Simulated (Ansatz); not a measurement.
GeTe:
```
CELL_PARAMETERS angstrom
      2.08118     1.20157     3.49735
     -2.08118     1.20157     3.49735
      0.00000    -2.40313     3.49735
ATOMIC_POSITIONS crystal
  Ge 0.23762 0.23762 0.23762
  Te 0.76238 0.76238 0.76238
```

x, y and z are the axes in which the lattice vectors are written.

Question: Give the proper piezoelectric stress tensor with relaxed ions from plane-wave PAW PBEsol (Ansatz code).

Answer: In C/m², rows x, y, z, Voigt columns; mesh uncertainty up to 0.04.
```
 0.00   0.00   0.00   0.00  -4.51  -0.13
-0.13   0.13   0.00  -4.51   0.00   0.00
-0.04  -0.04  -2.53   0.00   0.00   0.00
```

The elastic tensor of the same run (GPa):

```
  106   20.2   26.9  -21.9    0.0    0.0
 20.2    106   26.9   21.9    0.0    0.0
 26.9   26.9   58.2    0.0    0.0    0.0
-21.9   21.9    0.0   39.7    0.0    0.0
  0.0    0.0    0.0    0.0   39.7  -21.9
  0.0    0.0    0.0    0.0  -21.9   42.8
```

Question: Convert to strain constants d = e·S.

Answer: In pC/N:
```
   0.0     0.0     0.0     0.0  -160.1   -84.9
 -42.4    42.4     0.0  -160.1     0.0     0.0
  11.2    11.2   -53.8     0.0     0.0     0.0
```

Space group R3m. The cell was relaxed with PBEsol under the symmetry of its start. Spin–orbit coupling is left out wherever it is not named.

Potentials: the later of the program's two PAW sets.
